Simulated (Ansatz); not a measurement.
# Sn7Se8: the cost of one run

Program: Ansatz 0.2.0. Level of theory: DFT PBE+D3(BJ), scalar-relativistic, plane waves, PAW. These are calculated values, not measurements.

5 further runs of the same task are left out: 5 set aside as unsound or not needed.

**1. The structure to begin with**

Symmetry: Fm-3m, No. 225, cubic system. The conventional cell has a = 11.942 Å, b = 11.942 Å, c = 11.942 Å, α = 90.00°, β = 90.00°, γ = 90.00°. Sn (site symmetry mmm) has 6 Se at 2.98 to 2.99 Å as nearest neighbours. Sn (site symmetry m-3m) has 6 Se at 2.98 to 2.99 Å as nearest neighbours. Se (site symmetry -43m) is surrounded by 6 Sn at 2.98 to 2.99 Å. Se (site symmetry 4mm) has 5 Sn at 2.99 Å as nearest neighbours.

Coordinates:

```
CELL_PARAMETERS angstrom
0.00000 8.44402 0.00000
-8.44402 0.00000 0.00000
4.22201 -4.22201 5.97110
ATOMIC_POSITIONS crystal
Sn 0.62504 0.37504 0.25009
Sn 0.12504 0.87504 0.25009
Sn 0.62504 0.87504 0.25009
Sn 0.62496 0.37496 0.74991
Sn 0.12496 0.37496 0.74991
Sn 0.62496 0.87496 0.74991
Sn 0.12496 0.87496 0.74991
Se 0.87497 0.62497 0.74994
Se 0.37497 0.62497 0.74994
Se 0.87497 0.12497 0.74994
Se 0.37497 0.12497 0.74994
Se 0.37503 0.62503 0.25006
Se 0.87503 0.62503 0.25006
Se 0.37503 0.12503 0.25006
Se 0.87503 0.12503 0.25006
```

It goes back to an entry of the Materials Project, which need not be the stable form.

It is built from the cell relaxed beforehand with the same method (26.61 Å³/atom).

**2. Setting up the jump**

The supercell lacks one Sn atom, at fractional position (0.125, 0.375, 0.250), and holds 15 atoms. Atom 7 (Sn), 4.22 Å away, is to jump into the empty site. The cell is fixed.

**3. Relaxing around the vacancy**

input.yaml reads:

```yaml
crystal:
  lattice:
    - [0.0, 8.4440215827, 0.0]
    - [-8.4440215827, 0.0, 0.0]
    - [4.2220107914, -4.2220107914, 5.9710971959]
  atoms:
    - { symbol: Sn, position: [0.6250443571, 0.3750443571, 0.2500887142] }
    - { symbol: Sn, position: [0.1250443571, 0.8750443571, 0.2500887142] }
    - { symbol: Sn, position: [0.6250443571, 0.8750443571, 0.2500887142] }
    - { symbol: Sn, position: [0.6249556429, 0.3749556429, 0.7499112858] }
    - { symbol: Sn, position: [0.1249556429, 0.3749556429, 0.7499112858] }
    - { symbol: Sn, position: [0.6249556429, 0.8749556429, 0.7499112858] }
    - { symbol: Sn, position: [0.1249556429, 0.8749556429, 0.7499112858] }
    - { symbol: Se, position: [0.8749675975, 0.6249675975, 0.7499351949] }
    - { symbol: Se, position: [0.3749675975, 0.6249675975, 0.7499351949] }
    - { symbol: Se, position: [0.8749675975, 0.1249675975, 0.7499351949] }
    - { symbol: Se, position: [0.3749675975, 0.1249675975, 0.7499351949] }
    - { symbol: Se, position: [0.3750324025, 0.6250324025, 0.2500648051] }
    - { symbol: Se, position: [0.8750324025, 0.6250324025, 0.2500648051] }
    - { symbol: Se, position: [0.3750324025, 0.1250324025, 0.2500648051] }
    - { symbol: Se, position: [0.8750324025, 0.1250324025, 0.2500648051] }
basis:
  ecutwfc: 420
kpoints:
  mp_grid: { grid: [4, 4, 4] }
hamiltonian:
  xc: pbe
  dispersion: d3bj
scf:
  occupations: { method: gaussian, width: 0.05 }
output:
  forces: true
  stress: true
  eigenvalues: true
relax:
  adjacent_minimum: "off"
  f_tol: 0.02
  max_steps: 50
```

Run with:

```
ansatz run input.yaml --threads 4 --pin off --max-ram 9216MiB --backend cpu --events-out ev --progress --plain --runs-dir out
```

**Question.** How long does this run take on 4 threads of Arm Neoverse V2, shared host, and how much memory does it need?

About 69 s, with a peak of 1.7 GiB.
